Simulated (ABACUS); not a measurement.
## Pt under changes of volume

One of the cells (15.904 Å³/atom); the others are scaled copies at fixed shape and fractional positions:

```
Pt
1.0
    -1.58422    1.58422    1.58422
     1.58422   -1.58422    1.58422
     1.58422    1.58422   -1.58422
Pt
1
Cartesian
  0.0000 0.0000 0.0000
```

This isn't the form of Pt at room conditions, which is fcc.

* Program: ABACUS 3.10.1
* Functional: PBE
* Potentials or basis: PseudoDojo NC SR 0.4.1 PBE standard
* Cutoff: 1361 eV
* Density cutoff: 5442 eV
* Basis: DZP LCAO (the cutoffs set its grid)
* k mesh: 12 × 12 × 12
* Occupations: fermi-dirac, width 0.05 eV
* Spin: no spin polarisation

```csv
volume (Å³/atom),energy over the lowest point (meV/atom),pressure (GPa)
14.950,45.81,16.9
15.268,?,?
15.586,4.17,4.7
15.904,0.00,-0.3
16.222,5.18,-4.7
16.540,18.52,-8.6
16.858,39.20,-12.0
```

**Question.** What does the run at 15.268 Å³/atom give?

**Answer.** Energy over the lowest point 18.96 meV/atom; pressure 10.4 GPa.

Worked out: A Birch-Murnaghan fit of order 3 (a polynomial in V^(-2/3)) to the other rows has its minimum at 15.88 Å³/atom with B0 = V·E''(V) = 237 GPa and B' = 5.3. It gives 18.97 meV/atom at 15.268 Å³/atom, against the run's 18.96, and -dE/dV = 10.4 GPa, against 10.4.

Energies are extrapolated to zero smearing.

Caveats: the atomic orbitals were generated for these runs and aren't a published set; the basis of atomic orbitals isn't converged, which shifts pressures, moduli and gaps.
